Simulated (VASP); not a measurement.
# Si (Fd-3m) in VASP: elastic constants with LDA

Aim: the elastic constants of Si with LDA.

Everything below comes from runs of VASP 6.6.1. Logs are shortened: lines on timing, memory, paths and dates and some standing lists are left out, and cuts for length are marked.

## (1) The crystal as given

Symmetry: Fd-3m, No. 227, cubic system. Conventional cell: a = 5.437 Å, b = 5.437 Å, c = 5.437 Å, α = 90.00°, β = 90.00°, γ = 90.00°. Si (site symmetry -43m) has 4 Si at 2.35 Å as nearest neighbours.

## (2) Elastic constants, LDA

The input, POSCAR:

```
Si
1.0
    0.0000000000      2.7185000000      2.7185000000
    2.7185000000      0.0000000000      2.7185000000
    2.7185000000      2.7185000000      0.0000000000
Si
2
Direct
    0.5000000000      0.5000000000      0.5000000000
    0.7500000000      0.7500000000      0.7500000000
```

The input, INCAR.step1:

```
PREC = Accurate
ENCUT = 600
EDIFF = 1E-8
ISMEAR = 0
SIGMA = 0.1
LREAL = False
LASPH = True
NELM = 80
ALGO = Normal
ISIF = 3
LWAVE = False
LCHARG = False
GGA = CA
IBRION = 2
NSW = 40
EDIFFG = -0.002
```

The input, INCAR.step2:

```
PREC = Accurate
ENCUT = 600
EDIFF = 1E-8
ISMEAR = 0
SIGMA = 0.1
LREAL = False
LASPH = True
NELM = 80
ALGO = Normal
ISIF = 3
LWAVE = False
LCHARG = False
GGA = CA
IBRION = 6
NFREE = 2
POTIM = 0.015
NSW = 1
```

The input, KPOINTS:

```
regular mesh
0
Gamma
  6 6 6
```

Potentials or basis: VASP PAW LDA potentials, release 64 (Si).

Run with:

```
$ cat potpaw_LDA.64/Si/POTCAR > POTCAR
$ cp INCAR.step1 INCAR
$ mpirun -np 1 vasp_std > vasp.out
$ cp CONTCAR POSCAR
$ cp INCAR.step2 INCAR
$ mpirun -np 1 vasp_std > vasp.out
```

OUTCAR:

```text
PREC = Accurate
   ENCUT = 600
   EDIFF = 1E-8
   ISMEAR = 0
   LREAL = False
   LASPH = True
   NELM = 80
   ISIF = 3
   GGA = CA
   IBRION = 6
   NFREE = 2
   POTIM = 0.015
   NSW = 1

 ion  position               nearest neighbor table
   1  0.500  0.500  0.500-   2 2.34   2 2.34   2 2.34   2 2.34
   2  0.750  0.750  0.750-   1 2.34   1 2.34   1 2.34   1 2.34

  LATTYP: Found a face centered cubic cell.
 ALAT       =     5.4044203170

  Lattice vectors:

 A1 = (   0.0000000000,   2.7022101585,   2.7022101585)
 A2 = (   2.7022101585,   0.0000000000,   2.7022101585)
 A3 = (   2.7022101585,   2.7022101585,   0.0000000000)

Analysis of symmetry for initial positions (statically):
=====================================================================
 Subroutine PRICEL returns:
 Original cell was already a primitive cell.

 Routine SETGRP: Setting up the symmetry group for a
 face centered cubic supercell.

 Subroutine GETGRP returns: Found 48 space group operations
 (whereof 24 operations were pure point group operations)
 out of a pool of 48 trial point group operations.

The static configuration has the point symmetry T_d .
 The point group associated with its full space group is O_h .

Analysis of symmetry for dynamics (positions and initial velocities):
=====================================================================
 Subroutine PRICEL returns:
 Original cell was already a primitive cell.

 Routine SETGRP: Setting up the symmetry group for a
 face centered cubic supercell.

 Subroutine GETGRP returns: Found 48 space group operations
 (whereof 24 operations were pure point group operations)
 out of a pool of 48 trial point group operations.

The dynamic configuration has the point symmetry T_d .
 The point group associated with its full space group is O_h .

 Subroutine INISYM returns: Found 48 space group operations
 (whereof 24 operations are pure point group operations),
 and found     1 'primitive' translations

----------------------------------------------------------------------------------------

                                     Primitive cell

  volume of cell :      39.4628

  direct lattice vectors                    reciprocal lattice vectors
     0.000000000  2.702210159  2.702210159    -0.185033721  0.185033721  0.185033721
     2.702210159  0.000000000  2.702210159     0.185033721 -0.185033721  0.185033721
     2.702210159  2.702210159  0.000000000     0.185033721  0.185033721 -0.185033721

  length of vectors
     3.821502255  3.821502255  3.821502255     0.320487806  0.320487806  0.320487806

  position of ions in fractional coordinates (direct lattice)
     0.500000000  0.500000000  0.500000000
     0.750000000  0.750000000  0.750000000

  ion indices of the primitive-cell ions
   primitive index   ion index
                 1           1
                 2           2

----------------------------------------------------------------------------------------

 KPOINTS: regular mesh

Automatic generation of k-mesh.
 Grid dimensions read from file:
 generate k-points for:    6    6    6

 Generating k-lattice:
[... 107 lines left out ...]

  FORCE on cell =-STRESS in cart. coord.  units (eV):
  Direction    XX          YY          ZZ          XY          YZ          ZX
  --------------------------------------------------------------------------------------
  -------------------------------------------------------------------------------------
  Total       -0.0004419     -0.0004419     -0.0004419     -0.0000000      0.0000000     -0.0000000
  in kB       -0.0179426     -0.0179426     -0.0179426     -0.0000000      0.0000000     -0.0000000
  external PRESSURE =      -0.0179426 kB  Pullay stress =       0.0000000 kB
[... 89 lines left out ...]
  FREE ENERGIE OF THE ION-ELECTRON SYSTEM (eV)
  ---------------------------------------------------
  free  energy   TOTEN  =       -11.8894644234 eV

  energy  without entropy=      -11.8894461500  energy(sigma->0) =      -11.88945529

[... ionic steps 4 to 12 ...]

--------------------------------------- Ionic step       13  -------------------------------------------

 number of electron       8.0000000 magnetization

------------------------ aborting loop because EDIFF is reached ----------------------------------------
[... 67 lines left out ...]
--------------------------------------- Ionic step       15  -------------------------------------------

 number of electron       8.0000000 magnetization

 Free energy of the ion-electron system (eV)
  ---------------------------------------------------
  ext. energy  EPLUGINS =         0.00000000
  ---------------------------------------------------
  free energy    TOTEN  =       -11.89242432 eV

  energy without entropy =      -11.89242093  energy(sigma->0) =      -11.89242262

 E-fermi :   6.2263     XC(G=0):  -9.6576

 val. band max:        6.0003232935   @ k =   0.0000   0.0000   0.0000
 cond. band min:       6.4627714781   @ k =   0.0000   0.5000   0.5000
 fundamental gap:      0.4624481845
 Fermi energy:         6.2263292031

 k-point     1 :       0.0000    0.0000    0.0000
  band No.  band energies     occupation
      1      -6.1319      2.00000
      2       5.8553      2.00000
      3       5.9283      1.99997
      4       6.0003      1.99861
      5       8.4113      0.00000
      6       8.4531      0.00000
      7       8.4965      0.00000
      8       9.3036      0.00000
[... 243 lines left out ...]
 k-point    24 :       0.0000    0.5000    0.1667
  band No.  band energies     occupation
      1      -3.5857      2.00000
      2      -0.7789      2.00000
      3       3.0831      2.00000
      4       4.1631      2.00000
      5       7.9144      0.00000
      6      10.0024      0.00000
      7      10.4887      0.00000
      8      12.2666      0.00000

 [... further k-points ...]

------------------------ aborting loop because EDIFF is reached ----------------------------------------

  FORCE on cell =-STRESS in cart. coord.  units (eV):
  Direction    XX          YY          ZZ          XY          YZ          ZX
  --------------------------------------------------------------------------------------
  -------------------------------------------------------------------------------------
  Total       -0.0010507      0.0026431      0.0026431      0.0000000     -0.1463971      0.0000000
  in kB       -0.0426567      0.1073079      0.1073079      0.0000000     -5.9436853      0.0000000
  external PRESSURE =       0.0573197 kB  Pullay stress =       0.0000000 kB
[... 17 lines left out ...]
  FREE ENERGIE OF THE ION-ELECTRON SYSTEM (eV)
  ---------------------------------------------------
  free  energy   TOTEN  =       -11.8924243222 eV

  energy  without entropy=      -11.8924209256  energy(sigma->0) =      -11.89242262

 INTERNAL STRAIN TENSORS FROM STRAINED CELLS
 ============================================

 INTERNAL STRAIN TENSOR FOR ION    1 for displacements in x,y,z  (eV/Angst):
          X           Y           Z          XY          YZ          ZX
  --------------------------------------------------------------------------------
  x     0.00000     0.00000    -0.00000     0.00000     9.77806     0.00000
  y     0.00000    -0.00000    -0.00000     0.00000     0.00000     9.77794
  z    -0.00000     0.00000    -0.00000     9.77809     0.00000     0.00000

 INTERNAL STRAIN TENSORS FROM DISPLACED ATOMS
 ============================================

 INTERNAL STRAIN TENSOR FOR ION    1 for displacements in x,y,z  (eV/Angst):
          X           Y           Z          XY          YZ          ZX
  --------------------------------------------------------------------------------
  x    -0.00000     0.00000     0.00000     0.00000     9.76830     0.00000
  y    -0.00000    -0.00000    -0.00000     0.00000     0.00000     9.76830
  z     0.00000     0.00000    -0.00000     9.76830     0.00000     0.00000

 INTERNAL STRAIN TENSOR FOR ION    2 for displacements in x,y,z  (eV/Angst):
          X           Y           Z          XY          YZ          ZX
  --------------------------------------------------------------------------------
  x     0.00000    -0.00000    -0.00000     0.00000    -9.76830     0.00000
  y     0.00000     0.00000     0.00000     0.00000     0.00000    -9.76830
  z    -0.00000    -0.00000     0.00000    -9.76830     0.00000     0.00000

 Eigenvectors and eigenvalues of the dynamical matrix
 ----------------------------------------------------

   1 f  =   15.402918 THz    96.779386 2PiTHz  513.786032 cm-1    63.701321 meV
             X         Y         Z           dx          dy          dz
      2.702210  2.702210  2.702210     0.707107    0.000000    0.000000
      4.053315  4.053315  4.053315    -0.707107    0.000000    0.000000
[... 16 lines left out ...]
   5 f  =    0.000000 THz     0.000000 2PiTHz    0.000000 cm-1     0.000000 meV
             X         Y         Z           dx          dy          dz
      2.702210  2.702210  2.702210     0.707107    0.000000    0.000000
      4.053315  4.053315  4.053315     0.707107    0.000000    0.000000

   6 f/i=    0.000000 THz     0.000001 2PiTHz    0.000006 cm-1     0.000001 meV
             X         Y         Z           dx          dy          dz
      2.702210  2.702210  2.702210     0.000000   -0.677457   -0.202612
      4.053315  4.053315  4.053315     0.000000   -0.677457   -0.202612

--------------------------------------------------------------------------------------------------------

 ELASTIC MODULI CONTR FROM IONIC RELAXATION (kBar)
 Direction    XX          YY          ZZ          XY          YZ          ZX
 --------------------------------------------------------------------------------
 XX          -0.0000      0.0000      0.0000     -0.0000      0.0000      0.0000
 YY           0.0000     -0.0000     -0.0000     -0.0000     -0.0000      0.0000
 ZZ           0.0000     -0.0000     -0.0000      0.0000     -0.0000      0.0000
 XY          -0.0000     -0.0000      0.0000   -284.1922      0.0000      0.0000
 YZ           0.0000     -0.0000     -0.0000      0.0000   -284.1922      0.0000
 ZX           0.0000      0.0000      0.0000      0.0000      0.0000   -284.1922
 --------------------------------------------------------------------------------

 TOTAL ELASTIC MODULI (kBar)
 Direction    XX          YY          ZZ          XY          YZ          ZX
 --------------------------------------------------------------------------------
 XX        1611.5498    649.5532    649.5532     -0.0000      0.0000     -0.0000
 YY         649.5532   1611.5498    649.5532     -0.0000     -0.0000      0.0000
 ZZ         649.5532    649.5532   1611.5498      0.0000     -0.0000     -0.0000
 XY          -0.0000     -0.0000      0.0000    761.5699      0.0000      0.0000
 YZ           0.0000     -0.0000     -0.0000      0.0000    761.5699      0.0000
 ZX          -0.0000      0.0000     -0.0000      0.0000      0.0000    761.5699
 --------------------------------------------------------------------------------
```

It took 1.8 min on 1 thread of Intel Xeon Platinum 8259CL at 2.50GHz (Skylake/Cascade Lake), shared host; peak memory 0.18 GiB.

What came out:

```
Relaxed volume                         : 19.73 Å³/atom
Relaxed cell                           : a = 3.822 Å, b = 3.822 Å, c = 3.822 Å, α = 60.00°, β = 60.00°, γ = 60.00°
Space group after relaxing (to 0.05 Å) : Fd-3m (No. 227)
Elastic constants C11, C12, C44        : 161, 65, 76 GPa
Voigt bulk modulus                     : 97 GPa
Highest phonon frequency at Γ          : 514 cm⁻¹
```

Step by step:
| step | energy change (eV) | largest force (eV/Å) | pressure (GPa) | volume (Å³) |
| --- | --- | --- | --- | --- |
| 1 | 0.0000 | 0.0000 | -1.69 | 40.18 |
| 2 | -0.0019 | 0.0000 | 1.26 | 38.96 |
| 3 | -0.0038 | 0.0000 | 0.00 | 39.46 |

Final structure:
```cif
data_structure
_symmetry_space_group_name_H-M 'P 1'
_symmetry_Int_Tables_number 1
_cell_length_a 3.8215
_cell_length_b 3.8215
_cell_length_c 3.8215
_cell_angle_alpha 60.000
_cell_angle_beta 60.000
_cell_angle_gamma 60.000
_cell_volume 39.46
loop_
_atom_site_label
_atom_site_type_symbol
_atom_site_fract_x
_atom_site_fract_y
_atom_site_fract_z
_atom_site_occupancy
Si1 Si 0.50000 0.50000 0.50000 1
Si2 Si 0.75000 0.75000 0.75000 1
```

Phonon frequencies in cm⁻¹ (negative: imaginary):
```tsv
q point	frequencies
(0.000, 0.000, 0.000)	0 0 0 514 514 514
```

Elastic tensor in Voigt notation (GPa, in the Cartesian axes of the cell as first typed):
```
161  65  65   0   0   0
 65 161  65   0   0   0
 65  65 161   0   0   0
  0   0   0  76   0   0
  0   0   0   0  76   0
  0   0   0   0   0  76
```

Clamped-ion elastic tensor (GPa):
```
161  65  65   0   0   0
 65 161  65   0   0   0
 65  65 161   0   0   0
  0   0   0 105   0   0
  0   0   0   0 105   0
  0   0   0   0   0 105
```
